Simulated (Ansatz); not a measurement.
# A series in volume scale on Bi2Te3

Free energy against uniform scaling of the volume at fixed shape and fractions; periodic cell, basis, potentials, k mesh and filling as listed. The results are calculated, by Ansatz 0.2.0.

The cell before it is scaled or strained (space group R3m, No. 160):
```
Bi2Te3
1.0
      2.2085     1.2751     9.9467
     -2.2085     1.2751     9.9467
      0.0000    -2.5502     9.9467
Bi Te
2 3
Direct
  0.18800 0.18800 0.18800
  0.59800 0.59800 0.59800
  0.38900 0.38900 0.38900
  0.80000 0.80000 0.80000
  0.00000 0.00000 0.00000
```

Settings of every row: functional LDA; dispersion none; potentials PAW; wave cutoff 500 eV; density cutoff 2000 eV; k mesh 6x6x6; k shift 0x0x0; occupations fermi dirac; smearing width 0.1 eV; spin none.

Limits: coarse k mesh, up to 40 meV an atom off; no spin-orbit coupling, which can matter with elements this heavy.

| row | volume scale | V (Å³/atom) | pressure (GPa) | energy above lowest point (meV/atom) |
| --- | --- | --- | --- | --- |
| 1 | 0.88 | 29.579 | 6.24 | 50.5 |
| 2 | 0.92 | 30.924 | 2.89 | 12.8 |
| 3 | 0.96 | 32.268 | 0.25 | 0 |
| 4 | 1 | 33.613 | -1.84 | 7 |
| 5 | 1.04 | 34.957 | ? | ? |
| 6 | 1.08 | 36.302 | -4.8 | 64.8 |
| 7 | 1.12 | 37.646 | -5.82 | 109.5 |

Question: what pressure and energy above lowest point should row 5 give?

Worked fit of pressure. Take u = (V_r/V)^(2/3) − 1 with V_r = 32.941 Å³ an atom, which is twice the finite (Eulerian) strain; such expansions in the strain, on which the Birch-Murnaghan equation of state is built, carry the rest volume and the bulk modulus. The shown rows have u = 0.07441, 0.04302, 0.01386, -0.01337, -0.06272, -0.08516. Least squares give pressure = −0.859 + 76.66 × u + 235 × u² + 225 × u³ GPa; a parabola predicts inner rows, each left out in turn, worse (root mean square 0.034 against 0.0045 GPa). All shown rows lie on it to the printed digit. The pressure vanishes at u = 0.0108, or V = 32.41 Å³ an atom, and there the bulk modulus at fixed shape and fractions is B = −V dP/dV = (2/3)(1 + u) dP/du = 55.1 GPa. Letting shape and atoms relax would as a rule lower it, by much in layered, chain or molecular crystals. The withheld row has u = -0.03883, so the fit gives −0.859 + 76.66 × (-0.03883) + 235 × (-0.03883)² + 225 × (-0.03883)³ = -3.49 GPa.

The calculation gave -3.5 GPa. The fit lies 0.01 GPa (0.083 % of the column's range) above it, one unit of the last digit.

Worked fit of energy above lowest point. Take u = (V_r/V)^(2/3) − 1 with V_r = 32.941 Å³ an atom, which is twice the finite (Eulerian) strain; such expansions in the strain, on which the Birch-Murnaghan equation of state is built, carry the rest volume and the bulk modulus. The shown rows have u = 0.07441, 0.04302, 0.01386, -0.01337, -0.06272, -0.08516. Least squares give energy above lowest point = 1.34 − 264.6 × u + 12145 × u² + 3929 × u³ meV/atom; a parabola predicts inner rows, each left out in turn, worse (root mean square 0.59 against 0.1 meV/atom). The rows lie off it by 0.0, 0.1, 0.0, 0.0, 0.1, 0.0. Its lowest point lies at u = 0.0108, or V = 32.41 Å³ an atom, and the curvature there gives the bulk modulus at fixed shape and fractions, B = (4/9)(1 + u)² E″(u)/V = 55.1 GPa. Letting shape and atoms relax would as a rule lower it, by much in layered, chain or molecular crystals. The withheld row has u = -0.03883, so the fit gives 1.34 − 264.6 × (-0.03883) + 12145 × (-0.03883)² + 3929 × (-0.03883)³ = 29.7 meV/atom.

The calculation gave 29.7 meV/atom. The fit meets it to the printed digit.
